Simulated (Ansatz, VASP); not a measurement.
# Ru (free-standing triangular Ru monolayer, spacing 3.288 A) in two plane-wave programs

One calculation is typed for both programs; each brings its own data sets and cutoff. How far apart do they land?

Method: plane waves, with VASP 6.6.1 beside it; single point at r2SCAN and single point at r2SCAN, DFT+U, in Ansatz 0.2.0.

In doubt: warnings of the run leave room for a lower electronic state, so energies may not be the lowest and differences between runs may mislead.

**1. Set-up**

The cell holds 2 atoms: 2 Ru. Its edges and angles: a = 6.576 Å, b = 3.288 Å, c = 14.000 Å, α = 90.0°, β = 90.0°, γ = 120.0°. It derives from Ru (free-standing triangular Ru monolayer, spacing 3.288 A), repeated 2×1×1. As first built, before any earlier steps moved the atoms: model lattice. Vacuum lies along c.

**2. VASP: single point, r2SCAN**

A single point gives forces, pressure and levels at one fixed geometry, so differences don't come from the geometry; what else differs is listed under the comparison.

Lines of VASP's logs that name or quote its potential files are left out, and so is its time.

File INCAR:

```
SYSTEM = Ru
PREC = Normal
ENCUT = 350
EDIFF = 1E-06
NELM = 150
ISMEAR = 0
SIGMA = 0.1
LREAL = .FALSE.
ALGO = Normal
METAGGA = R2SCAN
LASPH = .TRUE.
NBANDS = 17
ISPIN = 2
MAGMOM = 1 -1
LMAXMIX = 4
LORBIT = 11
LWAVE = .FALSE.
LCHARG = .FALSE.
KPAR = 2
AMIX = 0.2
BMIX = 1E-04
AMIX_MAG = 0.8
BMIX_MAG = 1E-04
NEDOS = 1200
```

File POSCAR:

```
Ru
1.0
    6.5760000000      0.0000000000      0.0000000000
   -1.6440000000      2.8474920000      0.0000000000
    0.0000000000      0.0000000000     14.0000000000
Ru
2
Direct
    0.0000000000      0.0000000000      0.5000000000
    0.5000000000      0.0000000000      0.5000000000
```

File KPOINTS:

```
Automatic mesh
0
Gamma
8 8 1
0 0 0
```

Potentials, in the order of the species: Ru (PBE family, release 64).

Command:

```sh
$ mpirun -np 2 vasp_std
```

Numbers of over 12 decimals in the logs are rounded to 6 here.

The log of the run:

```text
[banner, memory and clock lines left out]
running    2 mpi-ranks, on    1 nodes
 distrk:  each k-point on    1 cores,    2 groups
 distr:  one band on    1 cores,    1 groups

 POSCAR found type information on POSCAR Ru
 POSCAR found :  1 types and       2 ions
|                                                                             |
|               ----> ADVICE to this user running VASP <----                  |
|                                                                             |
|     You enforced a specific xc type in the INCAR file but a different       |
|     [... a line on the potential file left out ...]
|     I HOPE YOU KNOW WHAT YOU ARE DOING!                                     |
|                                                                             |

 LDA part: xc-table for (None), standard interpolation
 POSCAR, INCAR and KPOINTS ok, starting setup
 FFT: planning ... GRIDC
 FFT: planning ... GRID_SOFT
 FFT: planning ... GRID
 WAVECAR not read
 entering main loop
       N       E                     dE             d eps       ncg     rms          rms(c)
DAV:   1     0.212817704181E+02    0.21282E+02   -0.37615E+03  1700   0.481E+02
DAV:   2    -0.419657065388E+02   -0.63247E+02   -0.54548E+02  2453   0.101E+02
DAV:   3    -0.458034357475E+02   -0.38377E+01   -0.34813E+01  1875   0.267E+01
DAV:   4    -0.458511136975E+02   -0.47678E-01   -0.47174E-01  2047   0.327E+00
DAV:   5    -0.458520952113E+02   -0.98151E-03   -0.98131E-03  2088   0.493E-01    0.785E+00
DAV:   6    -0.413919230800E+02    0.44602E+01   -0.60427E+00  1724   0.162E+01    0.619E+00
DAV:   7    -0.417987904312E+02   -0.40687E+00   -0.27214E-01  1726   0.342E+00    0.418E+00
DAV:   8    -0.421306713586E+02   -0.33188E+00   -0.71426E-01  1741   0.519E+00    0.212E+00
DAV:   9    -0.421808837833E+02   -0.50212E-01   -0.10363E-01  1755   0.188E+00    0.180E+00
DAV:  10    -0.422491905380E+02   -0.68307E-01   -0.16019E-01  1766   0.128E+00    0.146E+00
DAV:  11    -0.422839379084E+02   -0.34747E-01   -0.25358E-02  1779   0.777E-01    0.111E+00
DAV:  12    -0.423070773127E+02   -0.23139E-01   -0.28838E-02  1749   0.108E+00    0.435E-01
DAV:  13    -0.423102919502E+02   -0.32146E-02   -0.72967E-03  1738   0.532E-01    0.166E-01
DAV:  14    -0.423116046356E+02   -0.13127E-02   -0.21370E-03  1709   0.294E-01    0.891E-02
DAV:  15    -0.423118947270E+02   -0.29009E-03   -0.29744E-04  1718   0.106E-01    0.660E-02
DAV:  16    -0.423118383582E+02    0.56369E-04   -0.68701E-05  1705   0.636E-02    0.568E-02
DAV:  17    -0.423118987893E+02   -0.60431E-04   -0.18798E-04  1703   0.941E-02    0.433E-02
DAV:  18    -0.423119701526E+02   -0.71363E-04   -0.12555E-04  1722   0.836E-02    0.246E-02
DAV:  19    -0.423120715920E+02   -0.10144E-03   -0.59904E-05  1700   0.715E-02    0.105E-02
DAV:  20    -0.423122261219E+02   -0.15453E-03   -0.57457E-05  1702   0.700E-02    0.719E-03
DAV:  21    -0.423121862072E+02    0.39915E-04   -0.75582E-06  1707   0.280E-02    0.364E-03
DAV:  22    -0.423122043231E+02   -0.18116E-04   -0.45595E-06  1720   0.216E-02    0.279E-03
DAV:  23    -0.423122035037E+02    0.81948E-06   -0.59223E-06  1700   0.255E-02
   1 F= -.42312204E+02 E0= -.42301199E+02  d E =-.220081E-01  mag=     0.0000
```

OUTCAR, selected parts (step 2):

```text
ion  position               nearest neighbor table
   1  0.000  0.000  0.500-   2 3.29   2 3.29   2 3.29   2 3.29
   2  0.500  0.000  0.500-   1 3.29   1 3.29   1 3.29   1 3.29

  LATTYP: Found a simple orthorhombic cell.
 ALAT       =     3.2880004091
 B/A-ratio  =     1.7320506639
 C/A-ratio  =     4.2579070128

 Subroutine GETGRP returns: Found  8 space group operations
 (whereof  8 operations were pure point group operations)

The static configuration has the point symmetry D_2h.

 Found     25 irreducible k-points:

   k-points           NKPTS =     25   k-points in BZ     NKDIM =     25   number of bands    NBANDS=     17

   dimension x,y,z NGX =    30 NGY =   16 NGZ =   64
   dimension x,y,z NGXF=    60 NGYF=   32 NGZF=  128

   ENCUT  =  350.0 eV  25.72 Ry    5.07 a.u.  10.03  5.02 21.36*2*pi/ulx,y,z

   NELECT =      16.0000    total number of electrons

 k-points in reciprocal lattice and weights: Automatic mesh
   0.00000000  0.00000000  0.00000000       0.016
   0.12500000  0.00000000  0.00000000       0.031
   0.25000000  0.00000000  0.00000000       0.031
   0.37500000  0.00000000  0.00000000       0.031
   0.50000000  0.00000000  0.00000000       0.016
   0.00000000  0.12500000  0.00000000       0.062
   0.12500000  0.12500000  0.00000000       0.062
   0.25000000  0.12500000  0.00000000       0.062
   0.37500000  0.12500000  0.00000000       0.031
[...]
0.37500000  0.50000000  0.00000000       0.031
   0.50000000  0.50000000  0.00000000       0.016

 average (electrostatic) potential at core
       1 -74.9316       2 -74.9316

 E-fermi :  -2.5550

 spin component 1
 k-point     1 :       0.0000    0.0000    0.0000
  band No.  band energies     occupation
    ...
      3      -5.5028      1.00000
      4      -4.9160      1.00000
      5      -4.3602      1.00000
      6      -4.0186      1.00000
      7      -3.3949      1.00000
      8      -2.3192      0.00043
      9      -2.0128      0.00000
     10      -1.6309      0.00000
     11      -1.4334      0.00000
     12      -1.0593      0.00000
    ...

 k-point     2 :       0.1250    0.0000    0.0000
  band No.  band energies     occupation
    ...
      3      -5.4992      1.00000
      4      -4.9095      1.00000
      5      -4.3377      1.00000
      6      -4.0174      1.00000
      7      -3.4264      1.00000
      8      -2.3211      0.00047
      9      -2.0717      0.00000
     10      -1.7811      0.00000
     11      -1.4799      0.00000
     12      -1.0916      0.00000
    ...

 k-point     3 :       0.2500    0.0000    0.0000
  band No.  band energies     occupation
    ...
      3      -5.3907      1.00000
      4      -4.8922      1.00000
      5      -4.2807      1.00000
      6      -4.0145      1.00000
      7      -3.5325      1.00000
      8      -2.4685      0.11068
      9      -2.3255      0.00059
     10      -1.9940      0.00000
     11      -1.7216      0.00000
     12      -1.5937      0.00000
    ...

 k-point     4 :       0.3750    0.0000    0.0000
  band No.  band energies     occupation
    ...
      4      -4.8622      1.00000
      5      -4.2193      1.00000
      6      -4.0115      1.00000
      7      -3.8430      1.00000
      8      -3.0822      1.00000
      9      -2.3299      0.00073
     10      -2.1396      0.00000
     11      -1.8612      0.00000
     12      -1.7103      0.00000
     13       0.1619      0.00000
    ...

 k-point     5 :       0.5000    0.0000    0.0000
  band No.  band energies     occupation
    ...
      4      -4.5447      1.00000
      5      -4.3953      1.00000
      6      -4.1925      1.00000
      7      -4.0103      1.00000
      8      -3.2523      1.00000
      9      -2.3318      0.00080
     10      -2.1904      0.00000
     11      -1.8867      0.00000
     12      -1.7597      0.00000
     13       0.7455      0.00000
    ...

 k-point     6 :       0.0000    0.1250    0.0000
  band No.  band energies     occupation
    ...
      4      -4.8195      1.00000
      5      -4.4897      1.00000
      6      -4.1908      1.00000
      7      -3.2551      1.00000
      8      -2.6081      0.77367
      9      -2.2369      0.00000
     10      -1.8809      0.00000
     11      -1.7030      0.00000
     12      -0.4490      0.00000
     13      -0.2524      0.00000
    ...

  Total       -8.9870246     -9.7520959     -0.0383446      0.6625685      0.0000000      0.0000000
  in kB      -54.9255179    -59.6013632     -0.2343483      4.0493844      0.0000000      0.0000000
  external PRESSURE =     -38.2537432 kB  Pullay stress =       0.0000000 kB

  energy-cutoff  :      350.00
  volume of cell :      262.15
      direct lattice vectors                 reciprocal lattice vectors
     6.576000000  0.000000000  0.000000000     0.152068127  0.087796559  0.000000000
    -1.644000000  2.847492000  0.000000000     0.000000000  0.351186237  0.000000000
     0.000000000  0.000000000 14.000000000     0.000000000  0.000000000  0.071428571

 POSITION                                       TOTAL-FORCE (eV/Angst)
 -----------------------------------------------------------------------------------
      0.00000      0.00000      7.00000         0.000000      0.000000      0.000000
      3.28800      0.00000      7.00000        -0.000000      0.000000      0.000000
 -----------------------------------------------------------------------------------
    total drift:                               -0.000000     -0.000000     -0.000000

  FREE ENERGIE OF THE ION-ELECTRON SYSTEM (eV)
  ---------------------------------------------------
  free  energy   TOTEN  =       -42.3122035037 eV

  energy  without entropy=      -42.2901953807  energy(sigma->0) =      -42.30119944

 total charge
# of ion       s       p       d       tot
------------------------------------------
    1        0.417   0.155   6.150   6.722
    2        0.417   0.155   6.150   6.722
--------------------------------------------------
tot          0.834   0.311  12.299  13.444

 magnetization (x)
# of ion       s       p       d       tot
------------------------------------------
    1        0.105   0.026   2.597   2.728
    2       -0.105  -0.026  -2.597  -2.728
--------------------------------------------------
tot          0.000  -0.000  -0.000  -0.000

[... 1 further part left out ...]
```

SCAN-type functionals tend to overstate the moments of itinerant magnets.

(Part 1 of 2 ends here.)

[Lines on the potential files, build, host, timing and source positions are cut from VASP's logs without a mark.]

[Logs are printed without paths, hosts, clocks, repeated set-up lines and the standing remarks that a program may print on its own settings, such as how far it seeks lower states.]

[Hosts, paths, dates, database ids (printed as entryN), source tags and the programs' standing remarks are cut or masked in the printed files.]
